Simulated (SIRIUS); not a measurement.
Runs of SIRIUS 7.10.0 on KI. The structure is cubic, space group Fm-3m (No. 225). The conventional cell has a = 7.066 Å, b = 7.066 Å, c = 7.066 Å, α = 90.00°, β = 90.00°, γ = 90.00°. I (site symmetry m-3m) is surrounded by 6 K at 3.53 Å. K (site symmetry m-3m) has 6 I at 3.53 Å as nearest neighbours. 

| task | level | potentials or basis | energy tol | density tol | mixer | mixing beta | max scf | gap on the mesh (eV) | pressure (GPa) | V0 of scaled cells (Å³/atom) | B0 (GPa) |
| --- | --- | --- | --- | --- | --- | --- | --- | --- | --- | --- | --- |
| single point | PBEsol | PseudoDojo 0.4.1 PBEsol standard (scalar relativistic) | 1e-08 Ha | 1e-06 | anderson | 0.7 | 100 | 3.82 | (b) | - | - |
| equation of state | PBE | PseudoDojo 0.4.1 PBE standard (scalar relativistic) | - | - | - | - | - | - | - | 46.30 | 11 |
| equation of state | PBEsol | PseudoDojo 0.4.1 PBEsol standard (scalar relativistic) | - | - | - | - | - | - | - | (c) | 12 |
| single point | PBE | PseudoDojo 0.4.1 PBE standard (scalar relativistic) | 1e-08 Ha | 1e-06 | anderson | 0.7 | 100 | (a) | 0.6 | - | - |

Alike in all rows: no spin polarisation; cell as given; k mesh 7 × 7 × 7; cutoff (eV) 1030; smearing fermi-dirac 0.05 eV.

Estimate the missing entries.

(a) 3.96; (b) -0.3; (c) 42.99.

Caveats: spin-orbit coupling is left out, which moves the levels of the heavy elements (some runs); an odd mesh through Γ misses points on the zone boundary, where band edges often lie (some runs).

A k mesh can miss the band edges, and the runs leave out spin-orbit coupling on I.

Not every run made on this cell is shown here.
